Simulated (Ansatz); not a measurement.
**PtSe2 (Sudovikovite): equation of state with PBEsol**

Crystal: PtSe2 (Sudovikovite).

```
Pt Se
1.0
     3.72400    0.00000    0.00000
    -1.86200    3.22508    0.00000
     0.00000    0.00000    5.06200
Pt Se
1 2
Direct
  0.00000 0.00000 0.00000
  0.66667 0.33333 0.75000
  0.33333 0.66667 0.25000
```

```
Program             : Ansatz 0.2.0
Task                : equation of state
Functional          : PBEsol
Potentials or basis : PseudoDojo PBEsol stringent
Cutoff              : 1415 eV
Density cutoff      : 5660 eV
k mesh              : 8 × 8 × 5
Occupations         : fermi-dirac, width 0.05 eV
Spin                : no spin polarisation
```

* Equilibrium volume: 20.58 Å³/atom
* Bulk modulus at fixed shape and positions: 127 GPa
* Pressure derivative of the bulk modulus: 4.8

Energy against volume, from the lowest point:
```
volume (Å³/atom)  energy (meV/atom)
          19.049              52.18
          19.455              26.95
          19.860              10.46
          20.265               1.76
          20.671               0.00
          21.076               4.42
          21.481              14.35
```

All runs of the series together: 88 s on 2 threads of Arm Neoverse V1, with other jobs on the host.

Caveat: the cell was scaled at fixed shape and fractional positions, which overstates the stiffness of a crystal with free parameters, most of all of layers and chains. The run has no spin-orbit coupling, so splittings on Pt are missing.
